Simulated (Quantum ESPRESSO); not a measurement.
N under changes of volume

One of the cells (24.580 Å³/atom); the others are scaled copies at fixed shape and fractional positions:

```xyz
8
Lattice="5.8151 0.0000 0.0000 0.0000 5.8151 0.0000 0.0000 0.0000 5.8151" Properties=species:S:1:pos:R:3 pbc="T T T"
N     0.2667    2.6409    3.1742
N     2.6409    3.1742    0.2667
N     3.1742    0.2667    2.6409
N     5.5484    5.5484    5.5484
N     5.4435    3.2791    2.5360
N     3.2791    2.5360    5.4435
N     2.5360    5.4435    3.2791
N     0.3716    0.3716    0.3716
```

```yaml
Program: Quantum ESPRESSO 7.5
Functional: PBEsol
Potentials_or_basis: GBRV 1.5 PBEsol
Cutoff: 612 eV
Density_cutoff: 4898 eV
k_mesh: 5 × 5 × 5
Occupations: fermi-dirac, width 0.05 eV
Spin: no spin polarisation
```

| volume (Å³/atom) | energy over the lowest point (meV/atom) | pressure (GPa) | gap on the mesh (eV) |
| --- | --- | --- | --- |
| 23.105 | ? | ? | ? |
| 23.597 | 10.85 | 3.2 | 7.50 |
| 24.088 | 3.18 | 1.7 | 7.44 |
| 24.580 | 0.00 | 0.3 | 7.38 |
| 25.072 | 0.95 | -1.0 | 7.33 |
| 25.563 | 5.62 | -2.1 | 7.27 |
| 26.055 | 13.68 | -3.2 | 7.22 |

What does the run at 23.105 Å³/atom give?

Energy over the lowest point 23.51 meV/atom; pressure 4.9 GPa; gap on the mesh 7.55 eV.

Worked out: A Birch-Murnaghan fit of order 3 (a polynomial in V^(-2/3)) to the other rows has its minimum at 24.71 Å³/atom with B0 = V·E''(V) = 66 GPa and B' = 3.8 at fixed shape and positions, which overstates the stiffness. It gives 23.53 meV/atom at 23.105 Å³/atom, against the run's 23.51, and -dE/dV = 5.0 GPa, against 4.9. A straight line through the other rows of the gap, of slope -2.83 eV per unit of ln V, extrapolates to 7.56 eV, against the run's 7.55.

Energies are extrapolated to zero smearing.

Caveats: an odd mesh through Γ misses points on the zone boundary, where band edges often lie.
